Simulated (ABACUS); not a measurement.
Input of an ABACUS 3.10.1 run:

INPUT

```
INPUT_PARAMETERS
suffix              Si2Mo
calculation         cell-relax
basis_type          pw
pseudo_dir          ./
symmetry            1
dft_functional      pbe
ecutwfc             81
pseudo_rcut         7
nspin               1
nbands              15
ks_solver           dav
smearing_method     fd
smearing_sigma      0.00367493
scf_thr             1e-08
scf_nmax            100
mixing_type         broyden
mixing_beta         0.7
cal_force           1
cal_stress          1
vdw_method          d3_bj
vdw_abc             1
relax_nmax          60
force_thr_ev        0.01
relax_method        cg
out_stru            1
stress_thr          0.5
press1              50
press2              50
press3              50
kpar                4
```

Contents of STRU:

```
ATOMIC_SPECIES
Mo 95.9500 Mo.upf
Si 28.0850 Si.upf

LATTICE_CONSTANT
1.8897261246

LATTICE_VECTORS
-1.6000000000 1.6000000000 3.9305000000
1.6000000000 -1.6000000000 3.9305000000
1.6000000000 1.6000000000 -3.9305000000

ATOMIC_POSITIONS
Cartesian

Mo
0.0
1
0.0000000000 0.0000000000 0.0000000000 1 1 1

Si
0.0
2
0.0000000000 0.0000000000 5.2432870000 1 1 1
0.0000000000 0.0000000000 2.6177130000 1 1 1
```

The input KPT:

```
K_POINTS
0
Gamma
8 8 8 0 0 0
```

Potentials or basis: PseudoDojo NC SR 0.4.1 PBE standard, plane waves.

The run is started by

```bash
$ OMP_NUM_THREADS=1 mpirun -np 4 abacus > log
```

What does it give for the relaxed volume?

12.92 Å³/atom.

Predict the band gap on the k mesh.

none (metal or under the smearing width).

Predict the dispersion energy per atom.

-0.547 eV.

Forces in eV/Å, atoms in the order of the input:
```
Mo   0.000  0.000  0.000
Si   0.000  0.000 -0.008
Si   0.000  0.000  0.008
```

Caveat: there are fewer bands than atomic start orbitals, so a level may be missed at k points of high symmetry; pairwise dispersion overbinds metals, which lowers pressure and volume.
